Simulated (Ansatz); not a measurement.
This cell of GeTe (alpha-GeTe type, space group R3m) is off equilibrium:

```xyz
4
Lattice="4.2266 2.4402 7.2798 -2.1133 1.2201 3.6399 0.0000 -2.4402 3.6399" Properties=species:S:1:pos:R:3 pbc="T T T"
Ge     0.0000     0.0000     2.5578
Ge     2.1133     1.2201     6.1977
Te     0.2149    -0.1241     8.5120
Te     2.1133     1.2201    12.0019
```

Level of theory: PBE (plane waves to 420 eV, PAW, scalar-relativistic; Ansatz, a program for electronic structure). k mesh 4×8×8 (Γ-centred), Fermi-Dirac smearing 0.05 eV. Energies are smeared free energies. Stress and pressure are positive under compression. GeTe was relaxed with its symmetry unable to fall. Spin-orbit coupling is left out, though Te is heavy.

**Question.** What forces act on the atoms (eV/Å, Cartesian)?

**Answer.** 
```tsv
atom	Fx	Fy	Fz
Ge1	-0.111	0.011	0.065
Ge2	0.915	-0.463	0.794
Te3	-1.243	0.586	-0.956
Te4	0.439	-0.134	0.097
```

**Question.** What is the stress tensor (GPa)?

**Answer.** 
```
   2.19    -1.11     2.02
  -1.11     0.73    -1.06
   2.02    -1.06     1.64
```
The pressure, a third of the trace, is 1.52 GPa.

**Question.** In it atom 3 sits (0.215, -0.124, 0.150) Å away from its relaxed site. What is its energy relative to the relaxed cell?

**Answer.** 206.1 meV/cell.

(For displaced atoms, the force is minus the slope of the energy, and its curvature is a force constant, which sets phonon frequencies.)
